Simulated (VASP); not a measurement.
```
SrF2
1.0
    0.00000     2.89283     2.89283
    2.89283     0.00000     2.89283
    2.89283     2.89283     0.00000
Sr F
1 2
Cartesian
  0.00000   2.89283   2.89283
  1.44641   1.44641   1.44641
  4.33924   4.33924   4.33924
```

Level of theory: SCAN meta-GGA, VASP's PBE PAW potentials (set 64) (plane waves; VASP 6.6.1). Settings: 520 eV cut-off, 7×7×7 Γ-centred mesh, Gaussian smearing of 0.050 eV, potentials Sr_sv F.

Question: The job: SrF$_{2}$ (fluorite), 3 atoms, SCAN, static run, 520 eV, 7×7×7 Γ-centred mesh. Roughly how much core time does it take on a busy server core?

Answer: About 80 core-seconds (one run on a shared machine, a rough figure). It had 20 irreducible k-points, 16 bands, up to 1317 plane waves and 25 electronic steps.

The compound is SrF2 in the fluorite structure. It was relaxed first.
